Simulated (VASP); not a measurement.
# WC (Qusongite) (P-6m2) in VASP: further runs, part 2 of 3

VASP 6.6.1. The steps go on from the part before.

**3. Relaxation of cell and atoms, LDA**

This run uses another cell than the first one, of 10.38 Å³/atom, 1.019 times its volume.

File INCAR:

```
PREC = Accurate
ENCUT = 600
EDIFF = 1E-6
ISMEAR = 1
SIGMA = 0.1
LREAL = False
LASPH = True
NELM = 80
ALGO = Normal
ISIF = 3
LWAVE = False
LCHARG = False
GGA = CA
IBRION = 2
NSW = 90
EDIFFG = -0.01
```

File KPOINTS:

```
regular mesh
0
Gamma
  15 15 13
```

File POSCAR:

```
WC
1.0
    2.9065000000      0.0000000000      0.0000000000
   -1.4532500000      2.5171028361      0.0000000000
    0.0000000000      0.0000000000      2.8366000000
W C
1 1
Direct
    0.0000000000      0.0000000000      0.0000000000
    0.6666666667      0.3333333333      0.5000000000
```

Potentials or basis: VASP PAW LDA potentials, release 64 (W_sv, C).

On the command line:

```bash
$ cat potpaw_LDA.64/W_sv/POTCAR potpaw_LDA.64/C/POTCAR > POTCAR
$ mpirun -np 1 vasp_std > vasp.out
```

OUTCAR:

```text
PREC = Accurate
   ENCUT = 600
   EDIFF = 1E-6
   ISMEAR = 1
   LREAL = False
   LASPH = True
   NELM = 80
   ISIF = 3
   GGA = CA
   IBRION = 2
   NSW = 90
   EDIFFG = -0.01

 ion  position               nearest neighbor table
   1  0.000  0.000  0.000-   2 2.20   2 2.20   2 2.20   2 2.20   2 2.20   2 2.20
   2  0.667  0.333  0.500-   1 2.20   1 2.20   1 2.20   1 2.20   1 2.20   1 2.20

  LATTYP: Found a hexagonal cell.
 ALAT       =     2.9065000000
 C/A-ratio  =     0.9759504559

  Lattice vectors:

 A1 = (   2.9065000000,   0.0000000000,   0.0000000000)
 A2 = (  -1.4532500000,   2.5171028361,   0.0000000000)
 A3 = (   0.0000000000,   0.0000000000,   2.8366000000)

Analysis of symmetry for initial positions (statically):
=====================================================================
 Subroutine PRICEL returns:
 Original cell was already a primitive cell.

 Routine SETGRP: Setting up the symmetry group for a
 hexagonal supercell.

 Subroutine GETGRP returns: Found 12 space group operations
 (whereof 12 operations were pure point group operations)
 out of a pool of 24 trial point group operations.

The static configuration has the point symmetry D_3h.

Analysis of symmetry for dynamics (positions and initial velocities):
=====================================================================
 Subroutine PRICEL returns:
 Original cell was already a primitive cell.

 Routine SETGRP: Setting up the symmetry group for a
 hexagonal supercell.

 Subroutine GETGRP returns: Found 12 space group operations
 (whereof 12 operations were pure point group operations)
 out of a pool of 24 trial point group operations.

The dynamic configuration has the point symmetry D_3h.

 Subroutine INISYM returns: Found 12 space group operations
 (whereof 12 operations are pure point group operations),
 and found     1 'primitive' translations

----------------------------------------------------------------------------------------

                                     Primitive cell

  volume of cell :      20.7525

  direct lattice vectors                    reciprocal lattice vectors
     2.906500000  0.000000000  0.000000000     0.344056425  0.198641070  0.000000000
    -1.453250000  2.517102836  0.000000000     0.000000000  0.397282139  0.000000000
     0.000000000  0.000000000  2.836600000     0.000000000  0.000000000  0.352534725

  length of vectors
     2.906500000  2.906500000  2.836600000     0.397282139  0.397282139  0.352534725

  position of ions in fractional coordinates (direct lattice)
     0.000000000  0.000000000  0.000000000
     0.666666667  0.333333333  0.500000000

  ion indices of the primitive-cell ions
   primitive index   ion index
                 1           1
                 2           2

----------------------------------------------------------------------------------------

 KPOINTS: regular mesh

Automatic generation of k-mesh.
 Grid dimensions read from file:
 generate k-points for:   15   15   13

 Generating k-lattice:

[... 54 lines left out ...]
   ICHARG =      2    charge: 1-file 2-atom 10-const
   ISPIN  =      1    spin polarized calculation?
   LNONCOLLINEAR =      F non collinear calculations
   LSORBIT =      F    spin-orbit coupling
   LASPH  =      T    aspherical Exc in radial PAW
   ENCUT  =  600.0 eV  44.10 Ry    6.64 a.u.   5.81  5.81  5.67*2*pi/ulx,y,z
   NELM   =     80;   NELMIN=  2; NELMDL= -5     # of ELM steps
   EDIFF  = 0.1E-05   stopping-criterion for ELM
   LREAL  =      F    real-space projection
   EDIFFG = -.1E-01   stopping-criterion for IOM
   NSW    =     90    number of steps for IOM
   IBRION =      2    ionic relax: 0-MD 1-quasi-New 2-CG
   NFREE  =      1    steps in history (QN), initial steepest desc. (CG)
   ISIF   =      3    stress and relaxation
   ISYM   =      2    0-nonsym 1-usesym 2-fastsym
   POTIM  = 0.5000    time-step for ionic-motion
   TEBEG  =    0.0;   TEEND  =   0.0 temperature during run
   PSTRESS=    0.0 pullay stress
   NELECT =      18.0000    total number of electrons
   NUPDOWN=      -1.0000    fix difference up-down
   EMIN   =  10.00;   EMAX   =-10.00  energy-range for DOS
   EFERMI =   0.00;   METHOD = LEGACY
   ISMEAR =     1;   SIGMA  =   0.10  broadening in eV -4-tet -1-fermi 0-gaus
   EFERMI_NEDOS =   21; number of points for ismear=-14 and -15
   IALGO  =     38    algorithm
   IMIX   =      4    mixing-type and parameters
     AMIX     =   0.40;   BMIX     =  1.00
     AMIX_MAG =   1.60;   BMIX_MAG =  1.00
  volume/ion in A,a.u.               =      10.38        70.02
  Fermi-wavevector in a.u.,A,eV,Ry     =   1.561262  2.950358 33.164744  2.437540
  Thomas-Fermi vector in A             =   2.664353
   LORBIT       =      0    0 simple, 1 ext, 2 COOP (PROOUT), +10 PAW based schemes
   GGA     = CA    functional components
   LHFCALC =     F    Hartree Fock is set to
   AEXX    =    0.0000 exact exchange contribution
   IVDW    =     0    specifies the selected vdW correction
   LEPSILON=     F    determine dielectric tensor
   LRPA    =     F    only Hartree local field effects (RPA)
 conjugate gradient relaxation of ions
 non-spin polarized calculation
 Methfessel and Paxton  Order N= 1 SIGMA  =   0.10
  energy-cutoff  :      600.00
  volume of cell :       20.75
 maximum number of plane-waves:       704
 NGX is ok and might be reduce to    24
   NGX = 11   NGY = 11   NGZ = 11

--------------------------------------- Ionic step        1  -------------------------------------------

 number of electron      18.0000000 magnetization

 Free energy of the ion-electron system (eV)
  ---------------------------------------------------
  ext. energy  EPLUGINS =         0.00000000
  ---------------------------------------------------
  free energy    TOTEN  =       -24.69365233 eV

  energy without entropy =      -24.69353836  energy(sigma->0) =      -24.69361434

------------------------ aborting loop because EDIFF is reached ----------------------------------------

  FORCE on cell =-STRESS in cart. coord.  units (eV):
  Direction    XX          YY          ZZ          XY          YZ          ZX
  --------------------------------------------------------------------------------------
  -------------------------------------------------------------------------------------
  Total       -0.8964332     -0.8964332     -1.1191935      0.0000000     -0.0000000      0.0000000
  in kB      -69.2084485    -69.2084485    -86.4064946      0.0000000     -0.0000000      0.0000000
  external PRESSURE =     -74.9411306 kB  Pullay stress =       0.0000000 kB
[... 203 lines left out ...]
--------------------------------------- Ionic step        7  -------------------------------------------

 number of electron      18.0000001 magnetization

 Free energy of the ion-electron system (eV)
  ---------------------------------------------------
  ext. energy  EPLUGINS =         0.00000000
  ---------------------------------------------------
  free energy    TOTEN  =       -24.70267368 eV

  energy without entropy =      -24.70256021  energy(sigma->0) =      -24.70263586

 E-fermi :  11.2469     XC(G=0): -14.0803

 val. band max:       11.2420558667   @ k =   0.1333  -0.0000   0.3846
 cond. band min:      11.2491693302   @ k =   0.4667   0.0667   0.3846
 fundamental gap:      0.0071134635
 Fermi energy:        11.2469435918

 k-point     1 :       0.0000    0.0000    0.0000
  band No.  band energies     occupation
      1     -62.2424      2.00000
      2     -26.4855      2.00000
      3     -26.3742      2.00000
      4     -26.3742      2.00000
      5      -3.1627      2.00000
      6       6.8286      2.00000
      7       7.8365      2.00000
      8       7.8365      2.00000
      9      11.3879     -0.06282
     10      14.5282      0.00000
     11      14.5282      0.00000
     12      16.9670      0.00000
     13      16.9670      0.00000
[... 354 lines left out ...]
  band No.  band energies     occupation
      1     -62.1717      2.00000
      2     -27.1557      2.00000
      3     -26.7775      2.00000
      4     -26.3540      2.00000
      5       0.7672      2.00000
      6       4.4292      2.00000
      7       7.1520      2.00000
      8       7.6811      2.00000
      9      11.2810      0.45917
     10      12.3250     -0.00000
     11      14.1872      0.00000
     12      15.3945      0.00000
     13      19.9045      0.00000

 [... further k-points ...]

------------------------ aborting loop because EDIFF is reached ----------------------------------------

  FORCE on cell =-STRESS in cart. coord.  units (eV):
  Direction    XX          YY          ZZ          XY          YZ          ZX
  --------------------------------------------------------------------------------------
  -------------------------------------------------------------------------------------
  Total        0.0157620      0.0157620      0.0185559      0.0000000      0.0000000      0.0000000
  in kB        1.2398076      1.2398076      1.4595707      0.0000000      0.0000000      0.0000000
  external PRESSURE =       1.3130620 kB  Pullay stress =       0.0000000 kB
[... 17 lines left out ...]
  FREE ENERGIE OF THE ION-ELECTRON SYSTEM (eV)
  ---------------------------------------------------
  free  energy   TOTEN  =       -24.7026736844 eV

  energy  without entropy=      -24.7025602059  energy(sigma->0) =      -24.70263586

 reached required accuracy - stopping structural energy minimisation
```

CONTCAR:

```text
WC
   1.00000000000000
     2.8892524253072072    0.0000000000000000    0.0000000000000000
    -1.4446262126536036    2.5021659982623623   -0.0000000000000000
     0.0000000000000000    0.0000000000000000    2.8175173365409329
  W               C
     1     1
Direct
     0.0000000000000000    0.0000000000000000    0.0000000000000000
     0.6666666667000030    0.3333333332999970    0.5000000000000000

  0.00000000E+00  0.00000000E+00  0.00000000E+00
  0.00000000E+00  0.00000000E+00  0.00000000E+00
```

Run time: 63 s. Hardware: 1 thread of Intel Xeon Platinum 8375C at 2.90GHz (Ice Lake), shared host; peak memory 0.2 GiB.

What came out:

```yaml
Free_energy: -24.7027 eV
Relaxed_volume: 10.18 Å³/atom
Relaxed_cell: a = 2.889 Å, b = 2.889 Å, c = 2.818 Å, α = 90.00°, β = 90.00°, γ = 120.00°
Space_group_after_relaxing_to_0.05_Å: P-6m2 (No. 187)
Energy_gained_by_relaxing: 4.5 meV/atom
Ionic_steps: 7
Pressure_after_relaxing: 0.1 GPa
Band_gap_on_the_k_mesh: none (metal or under the smearing width)
```

Step by step:
| step | energy change (eV) | largest force (eV/Å) | pressure (GPa) | volume (Å³) |
| --- | --- | --- | --- | --- |
| 1 | 0.0000 | 0.0000 | -7.49 | 20.75 |
| 2 | 0.0712 | 0.0000 | 25.26 | 19.33 |
| 3 | -0.0090 | 0.0000 | -0.19 | 20.39 |
| 4 | -0.0090 | 0.0000 | -0.08 | 20.38 |
| 5 | -0.0090 | 0.0000 | 0.08 | 20.37 |
| 6 | -0.0090 | 0.0000 | 0.17 | 20.37 |
| 7 | -0.0090 | 0.0000 | 0.13 | 20.37 |

Final structure:
```xyz
2
Lattice="2.8893 0.0000 0.0000 -1.4446 2.5022 0.0000 0.0000 0.0000 2.8175" Properties=species:S:1:pos:R:3 pbc="T T T"
W     0.0000    0.0000    0.0000
C     1.4446    0.8341    1.4088
```

(Part 2 of 3 ends here.)
